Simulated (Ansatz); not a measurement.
Reaction (hydrogen abstraction from a Ge–H bond): `[CH3][GeH2][CH3]` + `F[C](F)F`• → `[CH3][GeH][CH3]`• + trifluoromethane

Isolated molecules relaxed with PBE0-D4/def2-TZVP in Ansatz; ΔE leaves out vibrations. CBS: MP2 limit from def2 TZ/QZ plus the TZ coupled-cluster correction, frozen cores. This one scheme is used for every species. Functionals use def2-TZVPP. No spin–orbit coupling; open shells (•) take unrestricted orbitals. For Ge outer-core shells are correlated without core-valence functions, which leaves a few kJ/mol of doubt a bond. Scalar relativity is left out up to krypton.

CCSD(T)/CBS gives -22.4 kcal/mol.

**Question.** Another level gave -21.1 kcal/mol. Which?
A. LC-ωPBE/def2-TZVPP
B. HF/def2-TZVPP
C. MP2/def2-TZVPP
D. PBE/def2-TZVPP

**Answer.** D. PBE -21.1, LC-ωPBE -19.8, MP2/def2-TZVPP -23.2, HF/def2-TZVPP -18.4 kcal/mol.

Largest T1 diagnostic among the species: 0.014.

Leaving LDA and LC-ωPBE aside and taking each functional with its dispersion term where it has one, the values, not all of them listed here, spread over 3.8 kcal/mol, from ωB97M-V to r2SCAN-D4. LDA lies −1.1 kcal/mol from PBE without D4. In def2-TZVPP, CCSD(T) changes the Hartree–Fock value by −3.6 kcal/mol (the triples alone add −0.1 kcal/mol) and MP2 by −4.8 kcal/mol. At CCSD(T), def2-SVP lies +1.0 kcal/mol from the extrapolated value and def2-TZVPP +0.3 kcal/mol.

CCSD(T)/CBS has its own doubt, a few kJ/mol and more with outer-core shells, so smaller differences from it don't rank the levels.
